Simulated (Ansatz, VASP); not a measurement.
**NaI: VASP beside Ansatz**

INCAR

```
  PREC = Accurate
  ENCUT = 520
  EDIFF = 1E-6
  ISMEAR = 0
  SIGMA = 0.01
  LREAL = False
  LASPH = True
  NELM = 80
  ALGO = Normal
  ISIF = 2
  LWAVE = False
  LCHARG = False
  GGA = PS
  NBANDS = 14
```

File KPOINTS:

```
regular mesh
0
Gamma
  4 4 4
```

File POSCAR:

```
NaI
1.0
    0.0000000000      3.2364000000      3.2364000000
    3.2364000000      0.0000000000      3.2364000000
    3.2364000000      3.2364000000      0.0000000000
Na I
1 1
Direct
    0.0000000000      0.0000000000      0.0000000000
    0.5200000000      0.5000000000      0.5000000000
```

Input for Ansatz:

```yaml
crystal:
  lattice:
    - [0.0, 3.2364, 3.2364]
    - [3.2364, 0.0, 3.2364]
    - [3.2364, 3.2364, 0.0]
  atoms:
    - { symbol: Na, position: [0.0, 0.0, 0.0] }
    - { symbol: I, position: [0.52, 0.5, 0.5] }
basis:
  ecutwfc: 470.0
kpoints:
  mp_grid:
    grid: [4, 4, 4]
hamiltonian:
  xc: pbesol
scf:
  occupations:
    method: fixed
output:
  forces: true
```

Alike in both runs: task single point; functional PBEsol; k mesh 4 × 4 × 4; no spin polarisation.

```csv
,VASP,Ansatz
version,VASP 6.6.1,Ansatz 0.2.0
potentials or method,"VASP PAW PBE potentials, release 64 (Na_pv, I)","plane waves, PAW"
plane-wave cutoff (eV),520,470
occupations,"gaussian, width 0.01 eV",fixed
valence electrons in the cell,14,26
```

```csv
,VASP,Ansatz,Ansatz less VASP
gap on the k mesh at the Fermi level (eV),3.51,3.51,+0.004
rms of the force components (eV/Å),0.045,0.044,-0.0007
```

Atom by atom the forces differ by 0.001 eV/Å (rms over components). The two sets of potentials don't hold the same shells in valence.

Caveats: the k mesh is coarse (spacing up to 0.42 Å⁻¹), so the values aren't converged; the PAW data sets were made with another functional, which shifts forces and pressure a little (VASP); spin-orbit coupling is left out, which moves the levels of the heavy elements. A hybrid or GW would open this gap; PBEsol tends to underestimate it.
